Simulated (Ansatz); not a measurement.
# CdSe: a single-point run

Aim: a sound single-point run of CdSe. The structure is shown as the input types it.

Computed with Ansatz 0.2.0 (DFT, PBEsol, all-electron LAPW, scalar-relativistic, unless a step's input says otherwise).

1 further run of the same task is left out (for a known fault of the program).

### 1 Starting point

It takes space group R3m (No. 160, trigonal). The conventional cell has a = 3.474 Å, b = 3.474 Å, c = 8.509 Å, α = 90.00°, β = 90.00°, γ = 120.00°. Cd (site symmetry 3m) is surrounded by 4 Se at 2.07 to 2.34 Å. Se (site symmetry 3m) has 4 Cd at 2.07 to 2.34 Å as nearest neighbours.

Structure file:

```cif
data_structure
_symmetry_space_group_name_H-M 'P 1'
_symmetry_Int_Tables_number 1
_cell_length_a 3.4736
_cell_length_b 3.4736
_cell_length_c 3.4736
_cell_angle_alpha 60.000
_cell_angle_beta 60.000
_cell_angle_gamma 60.000
_cell_volume 29.64
loop_
_atom_site_label
_atom_site_type_symbol
_atom_site_fract_x
_atom_site_fract_y
_atom_site_fract_z
_atom_site_occupancy
Cd1 Cd 0.03750 0.98750 0.98750 1
Se1 Se 0.21250 0.26250 0.26250 1
```

### 2 Input and run

File input.yaml:

```yaml
crystal:
  lattice:
    - [0.0, 2.45621696, 2.45621696]
    - [2.45621696, 0.0, 2.45621696]
    - [2.45621696, 2.45621696, 0.0]
  atoms:
    - { symbol: Cd, position: [0.0375, -0.0125, -0.0125] }
    - { symbol: Se, position: [0.2125, 0.2625, 0.2625] }
kpoints:
  mp_grid: { grid: [7, 7, 7] }
scf:
  occupations: { method: fermi_dirac, width: 0.03 }
  max_iter: 50
hamiltonian:
  xc: pbesol
  pseudopotentials: { kind: all_electron, lapw: { basis_error: 0.001 } }
output:
  forces: true
  stress: true
  eigenvalues: true
  populations: true
```

Started as:

```sh
$ ansatz run input.yaml --threads 1 --pin off --max-ram 2048MiB --backend cpu --events-out ev --progress --plain --runs-dir out
```

Q: Will this input give a usable result? If not, why, and what should change?

The program finished normally. It gives a pressure of 155 GPa and a largest force of 3.9 eV/Å, which is large; a structure far from rest gives such values too, whatever the setting.

The structure is squeezed far below its natural size. The shortest distance in the input is 2.07 Å, between atoms 1 (Cd) and 2 (Se).

Remedy: restore the intended size.
